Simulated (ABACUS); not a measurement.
**Sb: single point with PBE0-type (share 0.25)**

Sb:

```
CELL_PARAMETERS angstrom
-1.57654 1.57654 2.71194
1.57654 -1.57654 2.71194
1.57654 1.57654 -2.71194
ATOMIC_POSITIONS crystal
Sb 0.00000 0.00000 0.00000
```

This isn't the form of Sb at room conditions, which is rhombohedral.

| Quantity | Value |
| --- | --- |
| Program | ABACUS 3.10.1 |
| Task | single point |
| Functional | PBE0-type (share 0.25) |
| Potentials or basis | SG15 ONCV 1.2 PBE |
| Cutoff | 1361 eV |
| Density cutoff | 5442 eV |
| Basis | DZP LCAO (the cutoffs set its grid) |
| k mesh | 5 × 5 × 5 |
| Occupations | fermi-dirac, width 0.05 eV |
| Spin | no spin polarisation |

The band gap on the k mesh is none (metal or under the smearing width).

Levels at points of the mesh, in eV from the Fermi level:
```csv
k point,band 4,band 5,band 6,band 7,band 8,band 9,band 10,band 11,band 12
"(0.00, 0.00, 0.00)",-30.50,-30.43,-15.24,5.15,6.14,6.14,11.39,12.57,12.83
```

It took 57 s on 8 threads of AMD EPYC 9R45 96-Core Processor (Zen 5) (shared host), peak memory 2.7 GiB.

Caveat: the k mesh is coarse (spacing up to 0.56 Å⁻¹), so the values aren't converged, least of all with exact exchange; the atomic orbitals were generated for these runs and aren't a published set; gaps of hybrids in this basis differ from plane-wave ones by up to 0.1 eV; the basis of atomic orbitals isn't converged, which shifts pressures, moduli and gaps. Spin-orbit coupling is left out, which matters for the levels of Sb.
